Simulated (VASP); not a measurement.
Input of a VASP 6.6.1 run:

Contents of INCAR:

```
SYSTEM = Cu
  ALGO = Fast
  DIPOL = 0.5 0.5 0.500
  EDIFF = 1E-7
  EDIFFG = -0.02
  ENCUT = 520
  GGA = PE
  IBRION = 2
  IDIPOL = 3
  ISIF = 2
  ISMEAR = 0
  LASPH = .TRUE.
  LCHARG = .FALSE.
  LDIPOL = .TRUE.
  LREAL = .FALSE.
  LWAVE = .FALSE.
  NELM = 100
  NSW = 100
  PREC = Accurate
  SIGMA = 0.1
```

The input KPOINTS:

```
k-points
0
G
  4 4 1
  0 0 0
```

File POSCAR:

```
Cu
1.0
    5.1123820280      0.0000000000      0.0000000000
    2.5561910140      4.4274527101      0.0000000000
    0.0000000000      0.0000000000     20.1742424462
Cu
12
Selective dynamics
Direct
    0.1666666667      0.1666666667      0.3965452493  F F F
    0.6666666667      0.1666666667      0.3965452493  F F F
    0.1666666667      0.6666666667      0.3965452493  F F F
    0.6666666667      0.6666666667      0.3965452493  F F F
   -0.1666666667      0.3333333333      0.5000000000  T T T
    0.3333333333      0.3333333333      0.5000000000  T T T
   -0.1666666667      0.8333333333      0.5000000000  T T T
    0.3333333333      0.8333333333      0.5000000000  T T T
    0.0000000000      0.0000000000      0.6034547507  T T T
    0.5000000000      0.0000000000      0.6034547507  T T T
    0.0000000000      0.5000000000      0.6034547507  T T T
    0.5000000000      0.5000000000      0.6034547507  T T T
```

Potentials or basis: VASP PAW PBE potentials, release 64 (Cu).

Run with:

```sh
$ cat potpaw_PBE.64/Cu/POTCAR > POTCAR
$ mpirun -np 1 vasp_std > vasp.out
```

Problem. What does it give for the band gap on the k mesh?

Solution. None (metal or under the smearing width).

Final structure:
```
Cu
1.0
     5.11238    0.00000    0.00000
     2.55619    4.42745    0.00000
     0.00000    0.00000   20.17424
Cu
12
Direct
  0.16667 0.16667 0.39655
  0.66667 0.16667 0.39655
  0.16667 0.66667 0.39655
  0.66667 0.66667 0.39655
  0.83333 0.33333 0.50000
  0.33333 0.33333 0.50000
  0.83333 0.83333 0.50000
  0.33333 0.83333 0.50000
  0.00000 0.00000 0.60345
  0.50000 0.00000 0.60345
  0.00000 0.50000 0.60345
  0.50000 0.50000 0.60345
```

Caveat: the relaxation stopped at its first step, so nothing moved.
